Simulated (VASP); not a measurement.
## CoSi: single point with PBE

CoSi:

```
Co Si
1.0
     4.43800    0.00000    0.00000
     0.00000    4.43800    0.00000
     0.00000    0.00000    4.43800
Co Si
4 4
Direct
  0.85926 0.64979 0.37291
  0.62918 0.36410 0.86630
  0.35816 0.85592 0.63634
  0.13960 0.13695 0.14788
  0.16229 0.33611 0.66315
  0.34092 0.65003 0.15466
  0.65608 0.17176 0.34505
  0.84552 0.83864 0.83155
```

The cell isn't the ideal one: atoms moved at random, drawn with an rms of 0.05 Å.

```
Program             : VASP 6.6.1
Task                : single point
Functional          : PBE
Potentials or basis : VASP PAW PBE potentials, release 64 (Co, Si)
Cutoff              : 520 eV
k mesh              : 6 × 6 × 6
Occupations         : fermi-dirac, width 0.05 eV
Spin                : collinear spin, ferromagnetic start
Starting moments    : [2.0, 2.0, 2.0, 2.0, 0.0, 0.0, 0.0, 0.0] μB
```

```yaml
Pressure: 0.9 GPa
Largest_force: 1.135 eV/Å
Band_gap_on_the_k_mesh: none (metal or under the smearing width)
Net_moment: 0.00 μB per cell
Valence_electrons_inside_the_program's_atomic_spheres: Co 8.63, 8.66, 8.62, 8.60; Si 1.61, 1.62
```

Forces on the atoms (eV/Å):
```
Co   0.011 -0.523 -0.993
Co   0.960 -0.430 -0.426
Co   0.030  0.031  0.281
Co  -0.091  0.139 -0.158
Si  -0.520  0.207 -0.299
Si  -0.274  0.627  0.439
Si  -0.045 -0.587  0.159
Si  -0.071  0.537  0.997
```

Stress tensor (GPa, compression positive):
```
 0.78 -0.71 -0.32
-0.71  0.48  1.34
-0.32  1.34  1.53
```

Levels at points of the mesh, in eV from the Fermi level:
Spin up:
| k point | band 24 | band 25 | band 26 | band 27 | band 28 | band 29 |
| --- | --- | --- | --- | --- | --- | --- |
| (0.00, 0.00, 0.00) | -0.83 | -0.12 | -0.04 | -0.01 | 2.31 | 2.40 |
| (0.50, 0.00, 0.00) | -0.72 | -0.50 | -0.49 | 0.88 | 0.98 | 1.33 |
| (0.00, 0.50, 0.00) | -0.72 | -0.56 | -0.45 | 0.85 | 1.02 | 1.40 |
| (0.00, 0.00, 0.50) | -0.73 | -0.55 | -0.48 | 0.89 | 1.04 | 1.31 |
| (0.50, 0.50, 0.00) | -1.04 | -0.11 | -0.08 | 0.47 | 0.52 | 1.93 |
| (0.00, 0.50, 0.50) | -1.02 | -0.16 | 0.00 | 0.46 | 0.62 | 1.87 |
| (0.50, 0.00, 0.50) | -1.05 | -0.09 | -0.07 | 0.49 | 0.52 | 1.89 |
| (0.50, 0.50, 0.50) | -1.18 | -0.34 | -0.30 | -0.22 | -0.18 | 5.11 |
Spin down:
| k point | band 22 | band 23 | band 24 | band 25 | band 26 | band 27 | band 28 | band 29 | band 30 | band 31 |
| --- | --- | --- | --- | --- | --- | --- | --- | --- | --- | --- |
| (0.00, 0.00, 0.00) | -0.94 | -0.85 | -0.83 | -0.12 | -0.04 | -0.01 | 2.31 | 2.40 | 2.52 | 2.83 |
| (0.50, 0.00, 0.00) | -1.06 | -0.77 | -0.72 | -0.50 | -0.49 | 0.88 | 0.98 | 1.33 | 1.39 | 4.13 |
| (0.00, 0.50, 0.00) | -1.12 | -0.78 | -0.72 | -0.56 | -0.45 | 0.85 | 1.02 | 1.40 | 1.44 | 4.10 |
| (0.00, 0.00, 0.50) | -1.12 | -0.75 | -0.73 | -0.55 | -0.48 | 0.89 | 1.04 | 1.31 | 1.47 | 4.17 |
| (0.50, 0.50, 0.00) | -1.54 | -1.14 | -1.04 | -0.11 | -0.08 | 0.47 | 0.52 | 1.93 | 1.97 | 2.34 |
| (0.00, 0.50, 0.50) | -1.46 | -1.12 | -1.02 | -0.16 | 0.00 | 0.46 | 0.62 | 1.87 | 1.91 | 2.37 |
| (0.50, 0.00, 0.50) | -1.54 | -1.09 | -1.05 | -0.09 | -0.07 | 0.49 | 0.52 | 1.89 | 1.94 | 2.40 |
| (0.50, 0.50, 0.50) | -1.28 | -1.22 | -1.18 | -0.34 | -0.30 | -0.22 | -0.18 | 5.11 | 5.16 | 5.25 |

It took 7 min on 1 thread of Intel(R) Xeon(R) 6975P-C (Granite Rapids) (shared host), peak memory 0.61 GiB.

Caveat: the starting moments collapsed, and a magnetic state may lie lower.
